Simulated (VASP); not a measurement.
# Si: molecular dynamics with a thermostat

Si, Fd-3m (no. 227), 8 atoms in the cell. PBE, molecular dynamics; PAW potentials Si (PBE set).

Ensemble: NVT; Target temperature (K): 1000.

## Input

INCAR:
```
ALGO = Normal
ANDERSEN_PROB = 0.05
EDIFF = 1E-5
ENCUT = 250
GGA = PE
IBRION = 0
ISIF = 2
ISMEAR = 0
ISYM = 0
KPAR = 2
LASPH = T
LCHARG = F
LREAL = Auto
LWAVE = F
MDALGO = 1
NELM = 60
NELMIN = 4
NSW = 80
POTIM = 2.0
PREC = Normal
RANDOM_SEED = 436841 0 0
SIGMA = 0.05
TEBEG = 1000
TEEND = 1000
```

KPOINTS:
```
k-points
0
Monkhorst-Pack
  2 2 2
```

POSCAR:
```
Si
1.0
    5.4437023730      0.0000000000      0.0000000000
    0.0000000000      5.4437023730      0.0000000000
    0.0000000000      0.0000000000      5.4437023730
Si
8
Direct
    0.5000000000      0.0000000000      0.5000000000
    0.2500000000      0.2500000000      0.2500000000
    0.5000000000      0.5000000000      0.0000000000
    0.2500000000      0.7500000000      0.7500000000
    0.0000000000      0.0000000000      0.0000000000
    0.7500000000      0.2500000000      0.7500000000
    0.0000000000      0.5000000000      0.5000000000
    0.7500000000      0.7500000000      0.2500000000
```

Commands:
```
cat potpaw_PBE.64/Si/POTCAR > POTCAR
mpirun -np 2 vasp_std > vasp.out
```

## Result

- Mean temperature (K): 815
- Rise of the mean potential energy above the start (meV/atom): 94.4
- Electronic steps per ionic step after the first: 4.6

Course of the run:

| Time (fs) | Temperature (K) | Potential energy less the first (meV/atom) |
|---|---|---|
| 2 | 1000 | 0.0 |
| 14 | 795 | 60.5 |
| 26 | 797 | 67.0 |
| 38 | 594 | 139.8 |
| 50 | 683 | 182.5 |
| 62 | 1599 | 111.5 |
| 74 | 1132 | 113.4 |
| 88 | 895 | 111.8 |
| 100 | 930 | 73.3 |
| 112 | 601 | 86.8 |
| 124 | 579 | 87.4 |
| 136 | 889 | 46.9 |
| 148 | 429 | 98.0 |
| 160 | 611 | 96.8 |

REPORT:
```
MDALGO =   1
         ANDERSEN_PROB =  0.05000000
               SCALING =       0
                 CNEXP =     9.000   14.000
           RANDOM_SEED =            436841                0                0

   original number of atomic DOF:         21
   number of independent constraints:      0
   number of active DOF:                  21

========================================
         MD step No.       1
========================================

  Atomic velocities initialized by STEP_tb

  >Energies
                    E_tot             E_pot             E_kin               EPS                ES
   e_b>   -0.41762147E+02   -0.42666973E+02    0.90482529E+00    0.00000000E+00    0.00000000E+00

  >Temperature
               T_sim     T_inst
   tmprt>   1000.000   1000.000

  >Thermostat, num. of collisions:                0

           RANDOM_SEED =            436841              102                0

[... steps left out ...]

========================================
         MD step No.      80
========================================

  >Energies
                    E_tot             E_pot             E_kin               EPS                ES
   e_b>   -0.41339568E+02   -0.41892530E+02    0.55296286E+00    0.00000000E+00    0.00000000E+00

  >Temperature
               T_sim     T_inst
   tmprt>   1000.000    611.127

  >Thermostat, num. of collisions:                0

           RANDOM_SEED =            436841             5000                0
```

OSZICAR:
```
N       E                     dE             d eps       ncg     rms          rms(c)
DAV:   1     0.446770324871E+02    0.44677E+02   -0.78576E+03   168   0.687E+02
DAV:   2    -0.392542001818E+02   -0.83931E+02   -0.77675E+02   220   0.129E+02
DAV:   3    -0.433695175268E+02   -0.41153E+01   -0.40484E+01   224   0.279E+01
DAV:   4    -0.434357215089E+02   -0.66204E-01   -0.66080E-01   203   0.409E+00
DAV:   5    -0.434376608971E+02   -0.19394E-02   -0.19393E-02   216   0.587E-01    0.107E+01
DAV:   6    -0.429023241361E+02    0.53534E+00   -0.30002E-01   173   0.236E+00    0.661E+00
DAV:   7    -0.426603952550E+02    0.24193E+00   -0.63319E-01   168   0.359E+00    0.374E-01
DAV:   8    -0.426655019067E+02   -0.51067E-02   -0.28456E-02   168   0.867E-01    0.121E-01
DAV:   9    -0.426667391606E+02   -0.12373E-02   -0.16877E-03   240   0.230E-01    0.112E-01
DAV:  10    -0.426669721113E+02   -0.23295E-03   -0.44731E-04   173   0.113E-01    0.224E-02
DAV:  11    -0.426669726173E+02   -0.50606E-06   -0.69809E-06   144   0.139E-02
      1 T=  1000. E= -.41762147E+02 F= -.42666973E+02 E0= -.42666973E+02  EK= 0.90483E+00 SP= 0.00E+00 SK= 0.00E+00
[... left out ...]
     79 T=   452. E= -.41452538E+02 F= -.41861082E+02 E0= -.41861082E+02  EK= 0.40854E+00 SP= 0.00E+00 SK= 0.00E+00
[... last step whole ...]
       N       E                     dE             d eps       ncg     rms          rms(c)
DAV:   1    -0.418917616255E+02   -0.30680E-01   -0.73411E-02   168   0.177E+00    0.173E-01
DAV:   2    -0.418925810583E+02   -0.81943E-03   -0.86949E-03   208   0.508E-01    0.683E-02
DAV:   3    -0.418925390150E+02    0.42043E-04   -0.13262E-04   188   0.751E-02    0.444E-02
DAV:   4    -0.418925292133E+02    0.98017E-05   -0.10442E-04   198   0.532E-02    0.117E-02
DAV:   5    -0.418925304223E+02   -0.12091E-05   -0.23576E-05   131   0.261E-02
     80 T=   611. E= -.41339568E+02 F= -.41892530E+02 E0= -.41892530E+02  EK= 0.55296E+00 SP= 0.00E+00 SK= 0.00E+00
```

Limits: 160 fs of 8 atoms are too short for converged averages; the cell is only 5.4 Å across, so each atom moves in step with near copies of itself.

VASP 6.6.1 took 97 s on 2 cores (Intel Xeon Platinum 8488C (Sapphire Rapids)), a shared host.
